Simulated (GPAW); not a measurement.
# Fe3Ge (Pm-3m) in GPAW: notebook

One crystal, Fe3Ge, is run at these levels: PBEsol, PBEsol+D3; tasks: relaxation of cell and atoms.

Everything below comes from runs of GPAW 26.7.0. Logs are shortened: lines on timing, memory, paths and dates and some standing lists are left out, and cuts for length are marked. The log counts tension as positive stress, the text compression.

## Step 1: The crystal as given

Symmetry: Pm-3m, No. 221, cubic system. The conventional cell has a = 3.661 Å, b = 3.661 Å, c = 3.661 Å, α = 90.00°, β = 90.00°, γ = 90.00°. Around Ge (site symmetry m-3m) lie 12 Fe at 2.59 Å. Fe (site symmetry 4/mmm) is surrounded by 4 Ge at 2.59 Å and 8 Fe at 2.59 Å.

The cell comes from a database or a generator and needn't be the stable form of this composition.

## Step 2: Relaxation of cell and atoms, PBEsol, collinear spin, ferromagnetic start

The input, run.py:

```python
from ase import Atoms
from ase.filters import FrechetCellFilter
from ase.io import write
from ase.optimize import BFGS
from gpaw import GPAW, PW, setup_paths

setup_paths.insert(0, '.')

atoms = Atoms(['Ge', 'Fe', 'Fe', 'Fe'],
              cell=[[3.66050052, 0.0, 0.0],
                    [0.0, 3.66050052, 0.0],
                    [0.0, 0.0, 3.66050052]],
              scaled_positions=[[0.0, 0.0, 0.0],
                                [0.5, 0.0, 0.5],
                                [0.5, 0.5, 0.0],
                                [0.0, 0.5, 0.5]],
              pbc=True)
atoms.set_initial_magnetic_moments([0.0, 3.0, 3.0, 3.0])

calc = GPAW(mode=PW(600),
            xc='PBEsol',
            kpts={'size': (7, 7, 7), 'gamma': True},
            occupations={'name': 'fermi-dirac', 'width': 0.05},
            nbands=30,
            convergence={'density': 1e-05, 'forces': 0.0001},
            maxiter=150,
            txt='gpaw.txt')
atoms.calc = calc
opt = BFGS(FrechetCellFilter(atoms), trajectory='relax.traj', logfile='-')
done = opt.run(fmax=0.02, steps=60)
calc.write('gs.gpw')
write('result.traj', atoms)
print('Converged:', done)
print('Cell:', atoms.cell.cellpar().round(4))
print('Volume:', round(atoms.get_volume(), 4))
print(atoms.get_scaled_positions().round(5))
```

Potentials or basis: PAW data sets generated in the run's folder for this functional, pw.

The run is started by

```
$ gpaw-setup -f PBEsol Fe Ge
$ OMP_NUM_THREADS=1 python run.py
```

gpaw.txt:

```text
__  _  _
 | _ |_)|_||  |
 |__||  | ||/\| - 26.7.0

Input parameters:
  mode=PW(ecut=600.0),
  convergence={'density': 1e-05, 'forces': 0.0001},
  kpts=MonkhorstPack(size=(7, 7, 7), gamma=True),
  maxiter=150,
  nbands=30,
  occupations=Occupations(name='fermi-dirac', width=0.05),
  xc=XC(name='PBEsol')

Diagonalizing LCAO Hamiltonian
Converting LCAO to pw mode
   .--------.
  /|        |
 * |        |
 |Fe        |
 | .-Fe-----.
 |/    Fe  /
 Ge-------*

Atoms  # Å, Bohr magnetons
|   | symbol |        x |        y |        z |    initial magnetic moments |
|---|--------|----------|----------|----------|-----------------------------|
| 0 |     Ge | 0.000000 | 0.000000 | 0.000000 | ( 0.0000,  0.0000,  0.0000) |
| 1 |     Fe | 1.830250 | 0.000000 | 1.830250 | ( 0.0000,  0.0000,  3.0000) |
| 2 |     Fe | 1.830250 | 1.830250 | 0.000000 | ( 0.0000,  0.0000,  3.0000) |
| 3 |     Fe | 0.000000 | 1.830250 | 1.830250 | ( 0.0000,  0.0000,  3.0000) |

Unit cell  # Å
| periodic |        x |        y |        z |  lengths |    angles |
|----------|----------|----------|----------|----------|-----------|
|      yes | 3.660501 | 0.000000 | 0.000000 | 3.660501 | 90.000000 |
|      yes | 0.000000 | 3.660501 | 0.000000 | 3.660501 | 90.000000 |
|      yes | 0.000000 | 0.000000 | 3.660501 | 3.660501 | 90.000000 |

Number of symmetries: 48
Symmetry operations  # r_c * U_cc + t_c -> r_c
|    | kind |            matrix            |
|----|------|------------------------------|
|  0 |  E   |  1, 0, 0,  0, 1, 0,  0, 0, 1 |
|  1 |  σ   |  1, 0, 0,  0, 1, 0,  0, 0,-1 |
|  2 |  σ   |  1, 0, 0,  0, 0, 1,  0, 1, 0 |
|  3 |  C4  |  1, 0, 0,  0, 0, 1,  0,-1, 0 |
|  4 |  C4  |  1, 0, 0,  0, 0,-1,  0, 1, 0 |
|  5 |  σ   |  1, 0, 0,  0, 0,-1,  0,-1, 0 |
|  6 |  σ   |  1, 0, 0,  0,-1, 0,  0, 0, 1 |
|  7 |  C2  |  1, 0, 0,  0,-1, 0,  0, 0,-1 |
|  8 |  σ   |  0, 1, 0,  1, 0, 0,  0, 0, 1 |
[... 241 lines left out ...]
No gap
No difference between direct/indirect transitions

Stress tensor  # eV/Ang^3
|        x |        y |        z |
|----------|----------|----------|
| 0.061816 | 0.000000 | 0.000000 |
| 0.000000 | 0.061816 | 0.000000 |
| 0.000000 | 0.000000 | 0.061816 |

Forces  # eV/Ang
|        x |        y |        z |
|----------|----------|----------|
|  0.00000 |  0.00000 |  0.00000 |  # Ge   0
| -0.00000 |  0.00000 |  0.00000 |  # Fe   1
| -0.00000 | -0.00000 |  0.00000 |  # Fe   2
| -0.00000 | -0.00000 | -0.00000 |  # Fe   3

Interpolating wave functions to new cell
   .--------.
  /|        |
 * |        |
 |Fe        |
 | .-Fe-----.
 |/   Fe   /
 Ge-------*

Atoms  # Å, Bohr magnetons
|   | symbol |         x |        y |        z |    initial magnetic moments |
|---|--------|-----------|----------|----------|-----------------------------|
| 0 |     Ge |  0.000000 | 0.000000 | 0.000000 | ( 0.0000,  0.0000, -0.0783) |
| 1 |     Fe |  1.825302 | 0.000000 | 1.825302 | ( 0.0000,  0.0000,  2.1596) |
| 2 |     Fe |  1.825302 | 1.825302 | 0.000000 | ( 0.0000,  0.0000,  2.1596) |
| 3 |     Fe | -0.000000 | 1.825302 | 1.825302 | ( 0.0000,  0.0000,  2.1596) |

Unit cell  # Å
| periodic |        x |        y |        z |  lengths |    angles |
|----------|----------|----------|----------|----------|-----------|
|      yes | 3.650605 | 0.000000 | 0.000000 | 3.650605 | 90.000000 |
|      yes | 0.000000 | 3.650605 | 0.000000 | 3.650605 | 90.000000 |
|      yes | 0.000000 | 0.000000 | 3.650605 | 3.650605 | 90.000000 |

Number of symmetries: 48
Symmetry operations  # r_c * U_cc + t_c -> r_c
|    | kind |            matrix            |
|----|------|------------------------------|
|  0 |  E   |  1, 0, 0,  0, 1, 0,  0, 0, 1 |
|  1 |  σ   |  1, 0, 0,  0, 1, 0,  0, 0,-1 |
|  2 |  σ   |  1, 0, 0,  0, 0, 1,  0, 1, 0 |
|  3 |  C4  |  1, 0, 0,  0, 0, 1,  0,-1, 0 |
|  4 |  C4  |  1, 0, 0,  0, 0,-1,  0, 1, 0 |
|  5 |  σ   |  1, 0, 0,  0, 0,-1,  0,-1, 0 |
|  6 |  σ   |  1, 0, 0,  0,-1, 0,  0, 0, 1 |
|  7 |  C2  |  1, 0, 0,  0,-1, 0,  0, 0,-1 |
|  8 |  σ   |  0, 1, 0,  1, 0, 0,  0, 0, 1 |
[... 239 lines left out ...]
No gap
No difference between direct/indirect transitions

Stress tensor  # eV/Ang^3
|         x |         y |        z |
|-----------|-----------|----------|
|  0.053654 | -0.000000 | 0.000000 |
| -0.000000 |  0.053654 | 0.000000 |
|  0.000000 |  0.000000 | 0.053654 |

Forces  # eV/Ang
|        x |       y |       z |
|----------|---------|---------|
|  0.00000 | 0.00000 | 0.00000 |  # Ge   0
|  0.00000 | 0.00000 | 0.00000 |  # Fe   1
|  0.00000 | 0.00000 | 0.00000 |  # Fe   2
| -0.00000 | 0.00000 | 0.00000 |  # Fe   3

Interpolating wave functions to new cell

        Fe
            Fe
             Fe
       Ge

Atoms  # Å, Bohr magnetons
|   | symbol |         x |        y |         z |    initial magnetic moments |
|---|--------|-----------|----------|-----------|-----------------------------|
| 0 |     Ge |  0.000000 | 0.000000 | -0.000000 | ( 0.0000,  0.0000, -0.0780) |
| 1 |     Fe |  1.794962 | 0.000000 |  1.794962 | ( 0.0000,  0.0000,  2.1482) |
| 2 |     Fe |  1.794962 | 1.794962 | -0.000000 | ( 0.0000,  0.0000,  2.1482) |
| 3 |     Fe | -0.000000 | 1.794962 |  1.794962 | ( 0.0000,  0.0000,  2.1482) |

Unit cell  # Å
| periodic |         x |         y |        z |  lengths |    angles |
|----------|-----------|-----------|----------|----------|-----------|
|      yes |  3.589923 |  0.000000 | 0.000000 | 3.589923 | 90.000000 |
|      yes |  0.000000 |  3.589923 | 0.000000 | 3.589923 | 90.000000 |
|      yes | -0.000000 | -0.000000 | 3.589923 | 3.589923 | 90.000000 |

Number of symmetries: 48
Symmetry operations  # r_c * U_cc + t_c -> r_c
|    | kind |            matrix            |
|----|------|------------------------------|
|  0 |  E   |  1, 0, 0,  0, 1, 0,  0, 0, 1 |
|  1 |  σ   |  1, 0, 0,  0, 1, 0,  0, 0,-1 |
|  2 |  σ   |  1, 0, 0,  0, 0, 1,  0, 1, 0 |
|  3 |  C4  |  1, 0, 0,  0, 0, 1,  0,-1, 0 |
|  4 |  C4  |  1, 0, 0,  0, 0,-1,  0, 1, 0 |
|  5 |  σ   |  1, 0, 0,  0, 0,-1,  0,-1, 0 |
|  6 |  σ   |  1, 0, 0,  0,-1, 0,  0, 0, 1 |
|  7 |  C2  |  1, 0, 0,  0,-1, 0,  0, 0,-1 |
|  8 |  σ   |  0, 1, 0,  1, 0, 0,  0, 0, 1 |
[... 240 lines left out ...]
No gap
No difference between direct/indirect transitions

Stress tensor  # eV/Ang^3
|         x |         y |         z |
|-----------|-----------|-----------|
| -0.006386 |  0.000000 |  0.000000 |
|  0.000000 | -0.006386 |  0.000000 |
|  0.000000 |  0.000000 | -0.006386 |

Forces  # eV/Ang
|        x |        y |       z |
|----------|----------|---------|
|  0.00000 |  0.00000 | 0.00000 |  # Ge   0
| -0.00000 | -0.00000 | 0.00000 |  # Fe   1
| -0.00000 |  0.00000 | 0.00000 |  # Fe   2
|  0.00000 | -0.00000 | 0.00000 |  # Fe   3

Interpolating wave functions to new cell

        Fe
            Fe
             Fe
       Ge

Atoms  # Å, Bohr magnetons
|   | symbol |        x |         y |         z |    initial magnetic moments |
|---|--------|----------|-----------|-----------|-----------------------------|
| 0 |     Ge | 0.000000 |  0.000000 |  0.000000 | ( 0.0000,  0.0000, -0.0744) |
| 1 |     Fe | 1.798023 | -0.000000 |  1.798023 | ( 0.0000,  0.0000,  2.0902) |
| 2 |     Fe | 1.798023 |  1.798023 | -0.000000 | ( 0.0000,  0.0000,  2.0902) |
| 3 |     Fe | 0.000000 |  1.798023 |  1.798023 | ( 0.0000,  0.0000,  2.0902) |

Unit cell  # Å
| periodic |         x |         y |        z |  lengths |    angles |
|----------|-----------|-----------|----------|----------|-----------|
|      yes |  3.596046 | -0.000000 | 0.000000 | 3.596046 | 90.000000 |
|      yes |  0.000000 |  3.596046 | 0.000000 | 3.596046 | 90.000000 |
|      yes | -0.000000 |  0.000000 | 3.596046 | 3.596046 | 90.000000 |

Number of symmetries: 48
Symmetry operations  # r_c * U_cc + t_c -> r_c
|    | kind |            matrix            |
|----|------|------------------------------|
|  0 |  E   |  1, 0, 0,  0, 1, 0,  0, 0, 1 |
|  1 |  σ   |  1, 0, 0,  0, 1, 0,  0, 0,-1 |
|  2 |  σ   |  1, 0, 0,  0, 0, 1,  0, 1, 0 |
|  3 |  C4  |  1, 0, 0,  0, 0, 1,  0,-1, 0 |
|  4 |  C4  |  1, 0, 0,  0, 0,-1,  0, 1, 0 |
|  5 |  σ   |  1, 0, 0,  0, 0,-1,  0,-1, 0 |
|  6 |  σ   |  1, 0, 0,  0,-1, 0,  0, 0, 1 |
|  7 |  C2  |  1, 0, 0,  0,-1, 0,  0, 0,-1 |
|  8 |  σ   |  0, 1, 0,  1, 0, 0,  0, 0, 1 |
[... 239 lines left out ...]
No gap
No difference between direct/indirect transitions

Stress tensor  # eV/Ang^3
|         x |         y |        z |
|-----------|-----------|----------|
|  0.000457 | -0.000000 | 0.000000 |
| -0.000000 |  0.000457 | 0.000000 |
|  0.000000 |  0.000000 | 0.000457 |

Forces  # eV/Ang
|        x |        y |       z |
|----------|----------|---------|
|  0.00000 |  0.00000 | 0.00000 |  # Ge   0
| -0.00000 | -0.00000 | 0.00000 |  # Fe   1
| -0.00000 |  0.00000 | 0.00000 |  # Fe   2
|  0.00000 | -0.00000 | 0.00000 |  # Fe   3

# Writing to gs.gpw (mode='')
```

Run time: 2 min. Hardware: 1 thread of AMD EPYC 7R43 (Zen 3), shared host; peak memory 0.27 GiB.

What came out:

- Free energy: -34.5288 eV
- Relaxed volume: 11.63 Å³/atom
- Relaxed cell: a = 3.596 Å, b = 3.596 Å, c = 3.596 Å, α = 90.00°, β = 90.00°, γ = 90.00°
- Space group after relaxing (to 0.05 Å): Pm-3m (No. 221)
- Energy gained by relaxing: 20.6 meV/atom
- Ionic steps: 4
- Pressure after relaxing: -0.1 GPa
- Band gap on the k mesh: none (metal or under the smearing width)
- Net moment: 6.24 μB per cell
- Site moments: Ge -0.07; Fe +2.10 μB

Step by step:
| step | energy change (eV) | largest force (eV/Å) | pressure (GPa) | volume (Å³) |
| --- | --- | --- | --- | --- |
| 1 | 0.0000 | 0.0000 | -9.90 | 49.05 |
| 2 | -0.0228 | 0.0000 | -8.60 | 48.65 |
| 3 | -0.0816 | 0.0000 | 1.02 | 46.27 |
| 4 | -0.0826 | 0.0000 | -0.07 | 46.50 |

Final structure:
```xyz
4
Lattice="3.5960 0.0000 0.0000 0.0000 3.5960 0.0000 0.0000 0.0000 3.5960" Properties=species:S:1:pos:R:3 pbc="T T T"
Ge    0.0000    0.0000    0.0000
Fe    1.7980    0.0000    1.7980
Fe    1.7980    1.7980    0.0000
Fe    0.0000    1.7980    1.7980
```

Levels at points of the mesh, in eV from the Fermi level:
Spin up:
| k point | band 15 | band 16 | band 17 | band 18 | band 19 | band 20 |
| --- | --- | --- | --- | --- | --- | --- |
| (0.00, 0.00, 0.00) | -1.29 | -0.54 | -0.16 | -0.16 | -0.16 | 3.52 |
Spin down:
| k point | band 8 | band 9 | band 10 | band 11 | band 12 | band 13 | band 14 | band 15 |
| --- | --- | --- | --- | --- | --- | --- | --- | --- |
| (0.00, 0.00, 0.00) | -1.22 | -1.22 | -1.22 | 0.14 | 0.14 | 0.14 | 1.33 | 1.33 |

Caveat: each step starts from the last one's moments, so a moment once lost doesn't come back; later steps reuse the first step's grids.

## Step 3: Relaxation of cell and atoms, PBEsol+D3, collinear spin, ferromagnetic start

run.py, as its differences from that of step 2:

```diff
@@ -1,2 +1,3 @@
 from ase import Atoms
+from ase.calculators.mixing import SumCalculator
 from ase.filters import FrechetCellFilter
@@ -4,2 +5,3 @@
 from ase.optimize import BFGS
+from dftd3.ase import DFTD3
 from gpaw import GPAW, PW, setup_paths
@@ -27,3 +29,3 @@
             txt='gpaw.txt')
-atoms.calc = calc
+atoms.calc = SumCalculator([calc, DFTD3(method='pbesol', damping='d3zero')])
 opt = BFGS(FrechetCellFilter(atoms), trajectory='relax.traj', logfile='-')
```

Potentials or basis: PAW data sets generated in the run's folder for this functional, pw.

The run is started by

```
$ gpaw-setup -f PBEsol Fe Ge
$ OMP_NUM_THREADS=1 python run.py
```

Wall time 2.3 min (1 thread of AMD EPYC 7R43 (Zen 3), shared host); peak memory 0.31 GiB.

It converged, with:

```yaml
Free_energy: -35.6135 eV
Relaxed_volume: 11.35 Å³/atom
Relaxed_cell: a = 3.567 Å, b = 3.567 Å, c = 3.567 Å, α = 90.00°, β = 90.00°, γ = 90.00°
Space_group_after_relaxing_to_0.05_Å: Pm-3m (No. 221)
Energy_gained_by_relaxing: 43.4 meV/atom
Ionic_steps: 4
Pressure_after_relaxing: -0.1 GPa
Band_gap_on_the_k_mesh: none (metal or under the smearing width)
Net_moment: 6.17 μB per cell
Site_moments: Ge -0.07; Fe +2.07 μB
Dispersion_energy_per_atom: -0.276 eV
```

The path:
```tsv
step	energy change (eV)	largest force (eV/Å)	pressure (GPa)	volume (Å³)
1	0.0000	0.0000	-14.21	49.05
2	-0.0472	0.0000	-12.46	48.48
3	-0.1702	0.0000	2.12	44.93
4	-0.1738	0.0000	-0.15	45.40
```

Final structure:
```
CELL_PARAMETERS angstrom
3.56736 0.00000 0.00000
0.00000 3.56736 0.00000
0.00000 0.00000 3.56736
ATOMIC_POSITIONS crystal
Ge 0.00000 0.00000 0.00000
Fe 0.50000 0.00000 0.50000
Fe 0.50000 0.50000 0.00000
Fe 0.00000 0.50000 0.50000
```

Levels at points of the mesh, in eV from the Fermi level:
Spin up:
```tsv
k point	band 15	band 16	band 17	band 18	band 19	band 20
(0.00, 0.00, 0.00)	-1.25	-0.47	-0.09	-0.09	-0.09	3.78
```
Spin down:
| k point | band 8 | band 9 | band 10 | band 11 | band 12 | band 13 | band 14 | band 15 |
| --- | --- | --- | --- | --- | --- | --- | --- | --- |
| (0.00, 0.00, 0.00) | -1.21 | -1.21 | -1.21 | 0.12 | 0.12 | 0.12 | 1.35 | 1.35 |

Caveat: each step starts from the last one's moments, so a moment once lost doesn't come back; later steps reuse the first step's grids; pairwise dispersion overbinds metals, which lowers pressure and volume.
